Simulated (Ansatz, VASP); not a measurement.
# One calculation of Rb, two programs

```
CELL_PARAMETERS angstrom
2.53818 -4.44472 0.00000
2.53818 4.44472 0.00000
0.00000 0.00000 8.44800
ATOMIC_POSITIONS crystal
Rb 0.83971 0.16029 0.75000
Rb 0.16029 0.83971 0.25000
```

This isn't the form of Rb at room conditions, which is bcc.

Alike in both runs: task single point; functional PBE; dispersion D3(BJ); k mesh 4 × 4 × 2; occupations gaussian, width 0.1 eV; no spin polarisation.

|  | VASP | Ansatz |
| --- | --- | --- |
| version | VASP 6.6.1 | Ansatz 0.2.0 |
| potentials or method | VASP PAW PBE potentials, release 64 (Rb_sv) | scalar-relativistic, plane waves, PAW |
| plane-wave cutoff (eV) | 520 | 420 |
| valence electrons in the cell | 18 | 18 |

|  | VASP | Ansatz | Ansatz less VASP |
| --- | --- | --- | --- |
| gap on the k mesh at the Fermi level (eV) | none | none | - |
| pressure (GPa) | -0.3 | -0.3 | 0.00 |
| largest component of the traceless stress (GPa) | 0.23 | 0.23 | -0.001 |

A gap of «none» marks a metal or a gap that the smearing closes. The functional is the same, so the differences come from potentials, cutoffs and numerics.

Caveats: the k mesh is coarse (spacing up to 0.37 Å⁻¹), so the values aren't converged; pairwise dispersion overbinds metals, which lowers pressure and volume.
